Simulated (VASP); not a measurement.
Runs of VASP 6.6.1 on TiSe2. Symmetry: P-3m1, No. 164, trigonal system. The conventional cell has a = 3.484 Å, b = 3.484 Å, c = 5.857 Å, α = 90.00°, β = 90.00°, γ = 120.00°. Ti (site symmetry -3m) has 6 Se at 2.54 Å as nearest neighbours. Se (site symmetry 3m) has 3 Ti at 2.54 Å as nearest neighbours. 

| task | level | potentials or basis | spin | cell | k mesh | cutoff (eV) | k mesh for the DOS | occupations for the DOS | pressure (GPa) | largest force (eV/Å) |
| --- | --- | --- | --- | --- | --- | --- | --- | --- | --- | --- |
| band structure | PBE | VASP PAW PBE potentials, release 64 (Ti_sv, Se) | SOC, no magnetisation | P-3m1, 20.52 Å³/atom | 9 × 9 × 4 | 520 | - | - | (b) | (a) |
| relaxation of cell and atoms | PBE+D3(BJ) | VASP PAW PBE potentials, release 64 (Ti_sv, Se) | off | relaxed | 12 × 12 × 6 | 600 | - | - | 0.0 | 0.01 |
| band structure | PBE | VASP PAW PBE potentials, release 64 (Ti_sv, Se) | off | P-3m1, 20.52 Å³/atom | 12 × 12 × 6 | 520 | - | - | 3.6 | 0.01 |
| band structure | LDA | VASP PAW LDA potentials, release 64 (Ti_sv, Se) | off | P-3m1, 20.52 Å³/atom | 12 × 12 × 6 | 520 | - | - | -3.0 | 0.31 |

Alike in all rows: smearing methfessel-paxton 0.1 eV.

Problem. Estimate the missing entries.

Solution. (a) 0.02; (b) 3.5.
